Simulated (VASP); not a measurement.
Input of a VASP 6.6.1 run:

INCAR

```
SYSTEM = Cs
ALGO = Normal
EDIFF = 1E-7
ENCUT = 520
GGA = PE
ISIF = 2
ISMEAR = 0
LASPH = .True.
LCHARG = .True.
LELF = .True.
LREAL = .False.
LVHAR = .True.
LWAVE = .False.
NBANDS = 16
NELM = 100
PREC = Accurate
SIGMA = 0.05
```

Contents of KPOINTS:

```
k-points
0
Gamma
  4 4 2
  0 0 0
```

The input POSCAR:

```
Cs
1.0
    5.3895636430      0.0000000000      0.0000000000
   -2.6947818215      4.6674990301      0.0000000000
    0.0000000000      0.0000000000      8.8029539502
Cs
2
Direct
    0.3333333333      0.6666666667      0.7500000000
    0.6666666667      0.3333333333      0.2500000000
```

Potentials or basis: VASP PAW PBE potentials, release 64 (Cs_sv).

The run is started by

```bash
$ cat potpaw_PBE.64/Cs_sv/POTCAR > POTCAR
$ mpirun -np 1 vasp_std > vasp.out
```

(1) Predict the band gap on the k mesh.

(2) Estimate the pressure.

Results:

(1) none (metal or under the smearing width).

(2) 0.1 GPa.
